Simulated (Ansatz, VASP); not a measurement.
## Y in VASP and in Ansatz

The input INCAR:

```
SYSTEM = Y
ALGO = Normal
EDIFF = 1E-6
EDIFFG = -0.02
ENCUT = 600
GGA = RP
IBRION = 2
ISIF = 3
ISMEAR = -1
IVDW = 12
LASPH = .True.
LCHARG = .False.
LREAL = .False.
LWAVE = .False.
NELM = 60
NSW = 80
PREC = Accurate
SIGMA = 0.05
```

KPOINTS

```
k-points
0
Gamma
  9 9 9
  0 0 0
```

File POSCAR:

```
Y
1.0
    0.0000000000      2.5519910612      2.5519910612
    2.5519910612      0.0000000000      2.5519910612
    2.5519910612      2.5519910612      0.0000000000
Y
1
Direct
    0.0000000000      0.0000000000      0.0000000000
```

input.yaml

```yaml
crystal:
  lattice:
    - [0.0, 2.5519910612, 2.5519910612]
    - [2.5519910612, 0.0, 2.5519910612]
    - [2.5519910612, 2.5519910612, 0.0]
  atoms:
    - { symbol: "Y", position: [0.0, 0.0, 0.0] }
kpoints:
  mp_grid: { grid: [9, 9, 9] }
scf:
  occupations: { method: fermi_dirac, width: 0.05 }
hamiltonian:
  xc: rpbe
  dispersion: d3bj
  pseudopotentials: { kind: all_electron, lapw: { basis_error: 0.001 } }
output:
  forces: true
  stress: true
relax:
  f_tol: 0.02
  max_steps: 60
  cell: {}
```

Alike in both runs: task relaxation of cell and atoms; functional RPBE; dispersion D3(BJ); k mesh 9 × 9 × 9; occupations fermi-dirac, width 0.05 eV; no spin polarisation.

|  | VASP | Ansatz |
| --- | --- | --- |
| version | VASP 6.6.1 | Ansatz 0.2.0 |
| potentials or method | VASP PAW PBE potentials, release 64 (Y_sv) | all-electron LAPW, scalar-relativistic |
| plane-wave cutoff (eV) | 600 | see its input |

|  | VASP | Ansatz | Ansatz less VASP |
| --- | --- | --- | --- |
| relaxed volume (Å³/atom) | 21.84 | 21.89 | +0.052 |
| relaxed cell length with the largest relative difference (Å) | 3.137 | 3.140 | +0.0025 |
| energy change over the relaxation (meV/atom) | -793 | -778 | +14.4 |

Ansatz ran all-electron here, so the differences hold the error of VASP's frozen core and of both bases.

Caveats: the volume moved by over 15 % at a fixed basis, so the end points are rough; the PAW data sets were made with another functional, which shifts forces and pressure a little (VASP); pairwise dispersion overbinds metals, which lowers pressure and volume (VASP).
